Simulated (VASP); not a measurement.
# TiN (Fm-3m) in VASP: notebook

Aim: see how the results for TiN move with the level of theory and the settings. Levels: PBEsol, LDA. Tasks: relaxation of cell and atoms.

All numbers are computed with VASP 6.6.1; they aren't measurements. Logs are shortened: lines on timing, memory, paths and dates and some standing lists are left out, and cuts for length are marked.

**1. The crystal as given**

The structure is cubic, space group Fm-3m (No. 225). Conventional cell: a = 4.240 Å, b = 4.240 Å, c = 4.240 Å, α = 90.00°, β = 90.00°, γ = 90.00°. Ti (site symmetry m-3m) is surrounded by 6 N at 2.12 Å. Around N (site symmetry m-3m) lie 6 Ti at 2.12 Å.

The cell was built by a generator and needn't be a form met in nature.

**2. Relaxation of cell and atoms, PBEsol**

INCAR

```
PREC = Accurate
ENCUT = 600
EDIFF = 1E-7
ISMEAR = 1
SIGMA = 0.15
LREAL = F
LASPH = T
NELM = 80
ALGO = Fast
ISIF = 3
LWAVE = F
LCHARG = F
GGA = PS
IBRION = 2
NSW = 40
EDIFFG = -0.02
```

KPOINTS

```
Automatic mesh
0
Gamma
  16 16 16
```

POSCAR

```
TiN
1.0
    0.0000000000      2.1200000000      2.1200000000
    2.1200000000      0.0000000000      2.1200000000
    2.1200000000      2.1200000000      0.0000000000
Ti N
1 1
Direct
    0.0000000000      0.0000000000      0.0000000000
    0.5000000000      0.5000000000      0.5000000000
```

Potentials or basis: VASP PAW PBE potentials, release 64 (Ti_sv, N).

The run is started by

```
$ cat potpaw_PBE.64/Ti_sv/POTCAR potpaw_PBE.64/N/POTCAR > POTCAR
$ mpirun -np 1 vasp_std > vasp.out
```

OUTCAR:

```text
PREC = Accurate
   ENCUT = 600
   EDIFF = 1E-7
   ISMEAR = 1
   LREAL = F
   LASPH = T
   NELM = 80
   ISIF = 3
   GGA = PS
   IBRION = 2
   NSW = 40
   EDIFFG = -0.02

 ion  position               nearest neighbor table
   1  0.000  0.000  0.000-   2 2.12   2 2.12   2 2.12   2 2.12   2 2.12   2 2.12
   2  0.500  0.500  0.500-   1 2.12   1 2.12   1 2.12   1 2.12   1 2.12   1 2.12

  LATTYP: Found a face centered cubic cell.
 ALAT       =     4.2400000000

  Lattice vectors:

 A1 = (   0.0000000000,   2.1200000000,   2.1200000000)
 A2 = (   2.1200000000,   0.0000000000,   2.1200000000)
 A3 = (   2.1200000000,   2.1200000000,   0.0000000000)

Analysis of symmetry for initial positions (statically):
=====================================================================
 Subroutine PRICEL returns:
 Original cell was already a primitive cell.

 Routine SETGRP: Setting up the symmetry group for a
 face centered cubic supercell.

 Subroutine GETGRP returns: Found 48 space group operations
 (whereof 48 operations were pure point group operations)
 out of a pool of 48 trial point group operations.

The static configuration has the point symmetry O_h .

Analysis of symmetry for dynamics (positions and initial velocities):
=====================================================================
 Subroutine PRICEL returns:
 Original cell was already a primitive cell.

 Routine SETGRP: Setting up the symmetry group for a
 face centered cubic supercell.

 Subroutine GETGRP returns: Found 48 space group operations
 (whereof 48 operations were pure point group operations)
 out of a pool of 48 trial point group operations.

The dynamic configuration has the point symmetry O_h .

 Subroutine INISYM returns: Found 48 space group operations
 (whereof 48 operations are pure point group operations),
 and found     1 'primitive' translations

----------------------------------------------------------------------------------------

                                     Primitive cell

  volume of cell :      19.0563

  direct lattice vectors                    reciprocal lattice vectors
     0.000000000  2.120000000  2.120000000    -0.235849057  0.235849057  0.235849057
     2.120000000  0.000000000  2.120000000     0.235849057 -0.235849057  0.235849057
     2.120000000  2.120000000  0.000000000     0.235849057  0.235849057 -0.235849057

  length of vectors
     2.998132752  2.998132752  2.998132752     0.408502549  0.408502549  0.408502549

  position of ions in fractional coordinates (direct lattice)
     0.000000000  0.000000000  0.000000000
     0.500000000  0.500000000  0.500000000

  ion indices of the primitive-cell ions
   primitive index   ion index
                 1           1
                 2           2

----------------------------------------------------------------------------------------

 KPOINTS: Automatic mesh

Automatic generation of k-mesh.
 Grid dimensions read from file:
 generate k-points for:   16   16   16

 Generating k-lattice:

  Cartesian coordinates                     Fractional coordinates (reciprocal lattice)
    -0.014740566  0.014740566  0.014740566     0.062500000  0.000000000  0.000000000
     0.014740566 -0.014740566  0.014740566     0.000000000  0.062500000  0.000000000
     0.014740566  0.014740566 -0.014740566     0.000000000  0.000000000  0.062500000

  Length of vectors
     0.025531409  0.025531409  0.025531409

  Shift w.r.t. Gamma in fractional coordinates (k-lattice)
     0.000000000  0.000000000  0.000000000

 Subroutine IBZKPT returns following result:
 ===========================================

 Found    145 irreducible k-points:

 Following reciprocal coordinates:
            Coordinates               Weight
  0.000000  0.000000  0.000000      1.000000
  0.062500  0.000000  0.000000      8.000000
  0.125000  0.000000  0.000000      8.000000
  0.187500  0.000000  0.000000      8.000000
  0.250000  0.000000  0.000000      8.000000
  0.312500  0.000000  0.000000      8.000000
[... 16 lines left out ...]
 -0.125000  0.062500  0.000000     24.000000
 -0.062500  0.062500  0.000000     12.000000
 [... further k-points ...]
   k-points           NKPTS =    145   k-points in BZ     NKDIM =    145   number of bands    NBANDS=     12
   number of dos      NEDOS =    301   number of ions     NIONS =      2
   total plane-waves  NPLWV =  13824
   dimension x,y,z NGX =    24 NGY =   24 NGZ =   24
   dimension x,y,z NGXF=    48 NGYF=   48 NGZF=   48
   ions per type =               1   1
   NGX,Y,Z   is equivalent  to a cutoff of  13.31, 13.31, 13.31 a.u.
   NGXF,Y,Z  is equivalent  to a cutoff of  26.62, 26.62, 26.62 a.u.
 SYSTEM =  unknown system
   PREC   = accura    normal or accurate (medium, high low for compatibility)
   ISTART =      0    job   : 0-new  1-cont  2-samecut
   ICHARG =      2    charge: 1-file 2-atom 10-const
   ISPIN  =      1    spin polarized calculation?
   LNONCOLLINEAR =      F non collinear calculations
   LSORBIT =      F    spin-orbit coupling
   LASPH  =      T    aspherical Exc in radial PAW
   ENCUT  =  600.0 eV  44.10 Ry    6.64 a.u.   5.99  5.99  5.99*2*pi/ulx,y,z
   NELM   =     80;   NELMIN=  2; NELMDL= -5     # of ELM steps
   EDIFF  = 0.1E-06   stopping-criterion for ELM
   LREAL  =      F    real-space projection
   EDIFFG = -.2E-01   stopping-criterion for IOM
   NSW    =     40    number of steps for IOM
   IBRION =      2    ionic relax: 0-MD 1-quasi-New 2-CG
   NFREE  =      1    steps in history (QN), initial steepest desc. (CG)
   ISIF   =      3    stress and relaxation
   ISYM   =      2    0-nonsym 1-usesym 2-fastsym
   POTIM  = 0.5000    time-step for ionic-motion
   TEBEG  =    0.0;   TEEND  =   0.0 temperature during run
   PSTRESS=    0.0 pullay stress
   NELECT =      17.0000    total number of electrons
   NUPDOWN=      -1.0000    fix difference up-down
   EMIN   =  10.00;   EMAX   =-10.00  energy-range for DOS
   EFERMI =   0.00;   METHOD = LEGACY
   ISMEAR =     1;   SIGMA  =   0.15  broadening in eV -4-tet -1-fermi 0-gaus
   EFERMI_NEDOS =   21; number of points for ismear=-14 and -15
   IALGO  =     68    algorithm
   IMIX   =      4    mixing-type and parameters
     AMIX     =   0.40;   BMIX     =  1.00
     AMIX_MAG =   1.60;   BMIX_MAG =  1.00
  volume/ion in A,a.u.               =       9.53        64.30
  Fermi-wavevector in a.u.,A,eV,Ry     =   1.575960  2.978133 33.792122  2.483651
  Thomas-Fermi vector in A             =   2.676865
   LORBIT       =      0    0 simple, 1 ext, 2 COOP (PROOUT), +10 PAW based schemes
   GGA     = PS    functional components
   LHFCALC =     F    Hartree Fock is set to
   AEXX    =    0.0000 exact exchange contribution
   IVDW    =     0    specifies the selected vdW correction
   LEPSILON=     F    determine dielectric tensor
   LRPA    =     F    only Hartree local field effects (RPA)
 conjugate gradient relaxation of ions
 non-spin polarized calculation
 RMM-DIIS sequential band-by-band and
 Methfessel and Paxton  Order N= 1 SIGMA  =   0.15
  energy-cutoff  :      600.00
  volume of cell :       19.06
 maximum number of plane-waves:       652
   NGX = 11   NGY = 11   NGZ = 11

--------------------------------------- Ionic step        1  -------------------------------------------

 number of electron      17.0000002 magnetization

 Free energy of the ion-electron system (eV)
  ---------------------------------------------------
  ext. energy  EPLUGINS =         0.00000000
  ---------------------------------------------------
  free energy    TOTEN  =       -20.77281996 eV

  energy without entropy =      -20.77156692  energy(sigma->0) =      -20.77240228

------------------------ aborting loop EDIFF was not reached (unconverged)  ----------------------------

  FORCE on cell =-STRESS in cart. coord.  units (eV):
  Direction    XX          YY          ZZ          XY          YZ          ZX
  --------------------------------------------------------------------------------------
  -------------------------------------------------------------------------------------
  Total       -0.8262593     -0.8262593     -0.8262593      0.0000000     -0.0000000      0.0000000
  in kB      -69.4687294    -69.4687294    -69.4687294      0.0000000     -0.0000000      0.0000000
  external PRESSURE =     -69.4687294 kB  Pullay stress =       0.0000000 kB
[... 93 lines left out ...]
  energy  without entropy=      -20.7799137671  energy(sigma->0) =      -20.78091307

--------------------------------------- Ionic step        4  -------------------------------------------

 number of electron      16.9999998 magnetization

 Free energy of the ion-electron system (eV)
  ---------------------------------------------------
  ext. energy  EPLUGINS =         0.00000000
  ---------------------------------------------------
  free energy    TOTEN  =       -20.78332285 eV

  energy without entropy =      -20.78196124  energy(sigma->0) =      -20.78286898

 E-fermi :  11.6619     XC(G=0): -13.3648

 val. band max:       11.6394945413   @ k =  -0.3750   0.4375   0.1875
 cond. band min:      11.6633189139   @ k =   0.4375   0.1875   0.0625
 fundamental gap:      0.0238243726
 Fermi energy:        11.6618799383

 k-point     1 :       0.0000    0.0000    0.0000
  band No.  band energies     occupation
      1     -45.9119      2.00000
      2     -21.9724      2.00000
      3     -21.9724      2.00000
      4     -21.9724      2.00000
      5      -5.5380      2.00000
      6       9.6082      2.00000
      7       9.6082      2.00000
      8       9.6082      2.00000
      9      11.0060      2.00000
     10      11.0060      2.00000
     11      11.0060      2.00000
     12      12.2546     -0.00000
[... 331 lines left out ...]
 k-point    24 :      -0.0625    0.0625    0.0000
  band No.  band energies     occupation
      1     -45.9009      2.00000
      2     -22.0419      2.00000
      3     -21.9901      2.00000
      4     -21.9735      2.00000
      5      -5.3266      2.00000
      6       8.4997      2.00000
      7       8.7246      2.00000
      8       9.0461      2.00000
      9      11.1283      2.00001
     10      11.4389      2.05649
     11      11.5513      1.94419
     12      12.7156     -0.00000

 [... further k-points ...]
[... 5 lines left out ...]
  --------------------------------------------------------------------------------------
  -------------------------------------------------------------------------------------
  Total       -0.0036534     -0.0036534     -0.0036534     -0.0000000      0.0000000      0.0000000
  in kB       -0.3147464     -0.3147464     -0.3147464     -0.0000000      0.0000000      0.0000000
  external PRESSURE =      -0.3147464 kB  Pullay stress =       0.0000000 kB

 VOLUME and BASIS-vectors are now :
 -----------------------------------------------------------------------------
  energy-cutoff  :      600.00
  volume of cell :       18.60
      direct lattice vectors                 reciprocal lattice vectors
     0.000000000  2.102844369  2.102844369    -0.237773183  0.237773183  0.237773183
     2.102844369 -0.000000000  2.102844369     0.237773183 -0.237773183  0.237773183
     2.102844369  2.102844369 -0.000000000     0.237773183  0.237773183 -0.237773183
[... 8 lines left out ...]
  FREE ENERGIE OF THE ION-ELECTRON SYSTEM (eV)
  ---------------------------------------------------
  free  energy   TOTEN  =       -20.7833228481 eV

  energy  without entropy=      -20.7819612414  energy(sigma->0) =      -20.78286898

 reached required accuracy - stopping structural energy minimisation
```

Run time: 6 min. Hardware: 1 thread of AMD EPYC 9R45 (Zen 5), shared host; peak memory 0.16 GiB.

Results:

| Property | Result |
| --- | --- |
| Free energy | -20.7833 eV |
| Relaxed volume | 9.30 Å³/atom |
| Relaxed cell | a = 2.974 Å, b = 2.974 Å, c = 2.974 Å, α = 60.00°, β = 60.00°, γ = 60.00° |
| Space group after relaxing (to 0.05 Å) | Fm-3m (No. 225) |
| Energy gained by relaxing | 5.3 meV/atom |
| Ionic steps | 4 |
| Pressure after relaxing | 0.0 GPa |
| Band gap on the k mesh | none (metal or under the smearing width) |

The path:
| step | energy change (eV) | largest force (eV/Å) | pressure (GPa) | volume (Å³) |
| --- | --- | --- | --- | --- |
| 1 | 0.0000 | 0.0000 | -6.95 | 19.06 |
| 2 | 0.0144 | 0.0000 | 11.61 | 17.94 |
| 3 | -0.0086 | 0.0000 | -0.39 | 18.62 |
| 4 | -0.0105 | 0.0000 | -0.03 | 18.60 |

Final structure:
```xyz
2
Lattice="0.0000 2.1028 2.1028 2.1028 0.0000 2.1028 2.1028 2.1028 0.0000" Properties=species:S:1:pos:R:3 pbc="T T T"
Ti    2.1028    4.2057    2.1028
N     2.1028    2.1028    2.1028
```

Caveat: the PAW data sets were made with another functional, which shifts forces and pressure a little.

**3. Relaxation of cell and atoms, LDA**

INCAR

```
SYSTEM = TiN
PREC = Accurate
ENCUT = 600
EDIFF = 1E-6
ISMEAR = 1
SIGMA = 0.15
LREAL = .FALSE.
LASPH = .TRUE.
NELM = 80
ALGO = Normal
ISIF = 3
LWAVE = .FALSE.
LCHARG = .FALSE.
IBRION = 2
NSW = 60
EDIFFG = -0.02
```

KPOINTS

```
Automatic mesh
0
G
  16 16 16
  0 0 0
```

POSCAR is that of step 2.

Potentials or basis: VASP PAW LDA potentials, release 64 (Ti_sv, N).

The run is started by

```
$ cat potpaw_LDA.64/Ti_sv/POTCAR potpaw_LDA.64/N/POTCAR > POTCAR
$ mpirun -np 1 vasp_std > vasp.out
```

It took 3.5 min on 1 thread of AMD EPYC 7R43 (Zen 3), shared host; peak memory 0.13 GiB.

It converged, with:

```yaml
Free_energy: -21.6739 eV
Relaxed_volume: 9.11 Å³/atom
Relaxed_cell: a = 2.954 Å, b = 2.954 Å, c = 2.954 Å, α = 60.00°, β = 60.00°, γ = 60.00°
Space_group_after_relaxing_to_0.05_Å: Fm-3m (No. 225)
Energy_gained_by_relaxing: 18.3 meV/atom
Ionic_steps: 3
Pressure_after_relaxing: -0.3 GPa
Band_gap_on_the_k_mesh: none (metal or under the smearing width)
```

Step by step:
| step | energy change (eV) | largest force (eV/Å) | pressure (GPa) | volume (Å³) |
| --- | --- | --- | --- | --- |
| 1 | 0.0000 | 0.0000 | -13.23 | 19.06 |
| 2 | 0.0574 | 0.0000 | 25.86 | 16.97 |
| 3 | -0.0365 | 0.0000 | -0.28 | 18.22 |

Final structure:
```
Ti N
1.0
     0.00000    2.08853    2.08853
     2.08853    0.00000    2.08853
     2.08853    2.08853    0.00000
Ti N
1 1
Direct
  0.00000 0.00000 0.00000
  0.50000 0.50000 0.50000
```

Levels at points of the mesh, in eV from the Fermi level:
| k point | band 5 | band 6 | band 7 | band 8 | band 9 | band 10 | band 11 | band 12 |
| --- | --- | --- | --- | --- | --- | --- | --- | --- |
| (0.00, 0.00, 0.00) | -17.11 | -2.05 | -2.05 | -2.05 | -0.68 | -0.68 | -0.68 | 0.60 |
| (0.50, 0.00, 0.00) | -14.37 | -8.34 | -5.72 | -5.72 | 1.81 | 1.81 | 2.55 | 6.12 |
| (0.50, 0.50, 0.00) | -15.67 | -5.86 | -3.30 | -3.24 | -3.24 | 1.75 | 2.58 | 2.58 |
